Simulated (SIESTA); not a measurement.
Input of a SIESTA 5.4.2 run:

The input CoO.fdf:

```
SystemName                      CoO
SystemLabel                     CoO
NumberOfSpecies                 2
NumberOfAtoms                   2
%block ChemicalSpeciesLabel
  1  27 Co
  2   8 O
%endblock ChemicalSpeciesLabel

LatticeConstant                 2.9981027600 Ang
%block LatticeParameters
  1.0000000000 1.0000000000 1.0000000000 119.6046651992 119.6046652005 90.6861148002
%endblock LatticeParameters
AtomicCoordinatesFormat         Fractional
%block AtomicCoordinatesAndAtomicSpecies
     0.0000000000     0.0000000000     0.0000000000  1  Co
     0.5000000000     0.5000000000     0.0000000000  2  O
%endblock AtomicCoordinatesAndAtomicSpecies

%block kgrid.MonkhorstPack
    8   0   0  0.0
    0   8   0  0.0
    0   0   8  0.0
%endblock kgrid.MonkhorstPack
XC.Functional                   GGA
XC.Authors                      PBE
PAO.BasisSize                   DZP
PAO.EnergyShift                 0.003 Ry
Mesh.Cutoff                     800 Ry
Spin                            polarized
%block DM.InitSpin
    1   2.000
    2   0.000
%endblock DM.InitSpin
OccupationFunction              FD
ElectronicTemperature           0.05 eV
MaxSCFIterations                200
SCF.MustConverge                false
SCF.Mixer.Method                Pulay
SCF.Mixer.Weight                0.1
SCF.Mixer.History               10
SCF.DM.Tolerance                5.0e-05
SCF.H.Tolerance                 1.0e-03 eV
WriteForces                     true
Charge.Mulliken                 end
%block PAO.Basis
  Co 5
  n=3 0 2
    2.527 0.000
  n=4 0 2
    7.356 0.000
  n=3 1 2
    2.822 0.000
  n=4 1 1
    7.356
  n=3 2 2
    4.649 0.000
%endblock PAO.Basis
```

Potentials or basis: PseudoDojo 0.4 standard (PBE files), DZP (energy shift 0.003 Ry; two zetas on semicore shells).

Launch:

```sh
$ siesta CoO.fdf > CoO.out 2>&1
```

Task: Estimate the band gap on the k mesh.

Result: None (metal or under the smearing width).

Task: What does it give for the pressure?

Result: 1.1 GPa.

Task: Estimate the net moment.

Result: 2.96 μB per cell.

Task: Predict the site moments.

Result: Co +2.60; O +0.36 μB.

Stress tensor (GPa, compression positive):
```
 1.31  0.60 -0.01
 0.60  1.32 -0.01
-0.01 -0.01  0.71
```

Caveat: the k mesh is coarse (spacing up to 0.37 Å⁻¹), so the values aren't converged; short orbitals over semicore shells can move pressures by several GPa; the basis of atomic orbitals isn't converged, which shifts pressures, moduli and gaps; a cell with one magnetic atom can't hold antiferromagnetic order, which such compounds often take; semilocal functionals often make such compounds metallic where correlation or magnetic order opens a gap, which also shifts bond lengths.
